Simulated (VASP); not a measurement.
## ZnS: elastic constants with r2SCAN

The system is ZnS.

```
Zn S
1.0
     0.00000    2.70200    2.70200
     2.70200    0.00000    2.70200
     2.70200    2.70200    0.00000
Zn S
1 1
Direct
  0.75000 0.75000 0.75000
  0.00000 0.00000 0.00000
```

- Program: VASP 6.6.1
- Task: elastic constants
- Functional: r2SCAN
- Potentials or basis: VASP PAW PBE potentials, release 64 (Zn, S)
- Cutoff: 600 eV
- k mesh: 7 × 7 × 7
- Occupations: gaussian, width 0.05 eV
- Spin: no spin polarisation
- Ions in elastic constants: relaxed
- Further INCAR settings: ALGO = Normal; EDIFF = 1e-08; IBRION = 6; POTIM = 0.015; NSW = 1; ISIF = 3

```json
{"Relaxed volume": "19.57 Å³/atom", "Relaxed cell": "a = 3.811 Å, b = 3.811 Å, c = 3.811 Å, α = 60.00°, β = 60.00°, γ = 60.00°", "Space group after relaxing (to 0.05 Å)": "F-43m (No. 216)", "Elastic constants C11, C12, C44": "107, 63, 48 GPa", "Voigt bulk modulus": "78 GPa", "Highest phonon frequency at Γ, LO-TO splitting left out": "271 cm⁻¹"}
```

The path:
```
step  energy change (eV)  largest force (eV/Å)  pressure (GPa)  volume (Å³)
   1              0.0000                0.0000           -0.61        39.45
   2             -0.0007                0.0000            0.24        39.02
   3             -0.0008                0.0000            0.08        39.10
   4             -0.0008                0.0000            0.00        39.14
```

Final structure:
```xyz
2
Lattice="0.0000 2.6948 2.6948 2.6948 0.0000 2.6948 2.6948 2.6948 0.0000" Properties=species:S:1:pos:R:3 pbc="T T T"
Zn    4.0423    4.0423    4.0423
S     0.0000    0.0000    0.0000
```

Phonon frequencies in cm⁻¹ (negative: imaginary):
| q point | frequencies |
| --- | --- |
| (0.000, 0.000, 0.000) | -3 -3 -3 271 271 271 |

Elastic tensor in Voigt notation (GPa, in the Cartesian axes of the cell as first typed):
```
107  63  63   0   0   0
 63 107  63   0   0   0
 63  63 107   0   0   0
  0   0   0  48   0   0
  0   0   0   0  48   0
  0   0   0   0   0  48
```

Clamped-ion elastic tensor (GPa):
```
107  63  63   0   0   0
 63 107  63   0   0   0
 63  63 107   0   0   0
  0   0   0  72   0   0
  0   0   0   0  72   0
  0   0   0   0   0  72
```

Run time: 24 min on 1 thread of Intel(R) Xeon(R) 6975P-C (Granite Rapids), on a shared host, peak memory 0.27 GiB.

Caveat: the PAW data sets were made with another functional, which shifts forces and pressure a little.
